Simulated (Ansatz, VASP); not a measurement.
## Two plane-wave programs on B

File INCAR:

```
PREC     = Accurate       # precision mode
ENCUT    = 600            # plane-wave cutoff, eV
EDIFF    = 1E-7           # SCF threshold, eV
ISMEAR   = 0              # smearing method
SIGMA    = 0.1            # smearing width, eV
LREAL    = False          # projectors in reciprocal space
LASPH    = True           # aspherical terms in the spheres
NELM     = 100            # most SCF steps
ALGO     = Normal         # electronic algorithm
ISIF     = 3              # what is computed and relaxed
LWAVE    = False          # write WAVECAR
LCHARG   = False          # write CHGCAR
GGA      = PE             # functional
IBRION   = 2              # ionic algorithm
NSW      = 100            # ionic steps
EDIFFG   = -0.01          # ionic threshold
```

The input KPOINTS:

```
Automatic mesh
0
Gamma
  30 30 14
```

POSCAR

```
B
1.0
    1.1054407887     -1.4769015958      0.0000000000
    1.1054407887      1.4769015958      0.0000000000
    0.0000000000      0.0000000000      3.9475315256
B
2
Direct
    0.4407463855      0.5592536145      0.2500000000
    0.5592536145      0.4407463855      0.7500000000
```

Input for Ansatz:

```yaml
crystal:
  lattice:
    - [1.1054407887, -1.4769015958, 0.0]
    - [1.1054407887, 1.4769015958, 0.0]
    - [0.0, 0.0, 3.9475315256]
  atoms:
    - { symbol: B, position: [0.4407463855, 0.5592536145, 0.25] }
    - { symbol: B, position: [0.5592536145, 0.4407463855, 0.75] }
basis:
  ecutwfc: 420
kpoints:
  mp_grid: { grid: [30, 30, 14] }
hamiltonian:
  xc: pbe
scf:
  occupations: { method: gaussian, width: 0.1 }
output:
  forces: true
  stress: true
  eigenvalues: true
relax:
  adjacent_minimum: "off"
  f_tol: 0.01
  max_steps: 80
  cell: { stress_tol: 0.05 }
```

Alike in both runs: task relaxation of cell and atoms; functional PBE; k mesh 30 × 30 × 14; occupations gaussian, width 0.1 eV; no spin polarisation.

```csv
,VASP,Ansatz
version,VASP 6.6.1,Ansatz 0.2.0
potentials or method,"VASP PAW PBE potentials, release 64 (B)","scalar-relativistic, plane waves, PAW"
plane-wave cutoff (eV),600,420
valence electrons in the cell,6,6
```

Ansatz gave:

| Quantity | Value |
| --- | --- |
| gap on the k mesh at the Fermi level, each at its own relaxed structure (eV) | none |
| relaxed volume (Å³/atom) | 6.58 |
| relaxed cell length with the largest relative difference (Å) | 4.321 |
| energy change over the relaxation (meV/atom) | -25 |

Problem. Estimate VASP's values.

Solution. gap on the k mesh at the Fermi level, each at its own relaxed structure (eV): none; relaxed volume (Å³/atom): 6.58; relaxed cell length with the largest relative difference (Å): 4.318; energy change over the relaxation (meV/atom): -25.

A gap of «none» marks a metal or a gap that the smearing closes.
